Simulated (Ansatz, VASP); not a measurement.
# One calculation of Ti, two programs

Contents of INCAR:

```
PREC = Accurate
ENCUT = 520
EDIFF = 1E-7
ISMEAR = 0
SIGMA = 0.013000000000000001
LREAL = False
LASPH = True
NELM = 100
ALGO = Normal
ISIF = 2
LWAVE = False
LCHARG = True
GGA = PE
LELF = True
LVHAR = True
NBANDS = 19
```

The input KPOINTS:

```
Automatic mesh
0
Gamma
  10 10 6
```

POSCAR

```
Ti
1.0
    2.9500000000      0.0000000000      0.0000000000
   -1.4750000000      2.5547749412      0.0000000000
    0.0000000000      0.0000000000      4.6800000000
Ti
2
Direct
    0.6666666667      0.3333333333      0.7500000000
    0.3333333333      0.6666666667      0.2500000000
```

The input input.yaml:

```yaml
crystal:
  lattice:
    - [2.95, 0.0, 0.0]
    - [-1.475, 2.5547749412, 0.0]
    - [0.0, 0.0, 4.68]
  atoms:
    - { symbol: Ti, position: [0.6666666667, 0.3333333333, 0.75] }
    - { symbol: Ti, position: [0.3333333333, 0.6666666667, 0.25] }
kpoints:
  mp_grid: { grid: [10, 10, 6] }
scf:
  occupations: { method: gaussian, width: 0.013 }
hamiltonian:
  xc: pbe
  pseudopotentials: { kind: all_electron, lapw: { basis_error: 0.001 } }
output:
  forces: true
  stress: true
  eigenvalues: true
```

Alike in both runs: task single point; functional PBE; k mesh 10 × 10 × 6; occupations gaussian, width 0.013 eV; no spin polarisation.

|  | VASP | Ansatz |
| --- | --- | --- |
| version | VASP 6.6.1 | Ansatz 0.2.0 |
| potentials or method | VASP PAW PBE potentials, release 64 (Ti_sv) | all-electron LAPW, scalar-relativistic |
| plane-wave cutoff (eV) | 520 | see its input |

VASP gave:

* gap on the k mesh at the Fermi level (eV): none
* pressure (GPa): -1.7
* largest component of the traceless stress (GPa): 0.20

Which values does Ansatz return?

gap on the k mesh at the Fermi level (eV): none; pressure (GPa): -1.4; largest component of the traceless stress (GPa): 0.19.

A gap of «none» marks a metal or a gap that the smearing closes. Ansatz ran all-electron here, so the differences hold the error of VASP's frozen core and of both bases.
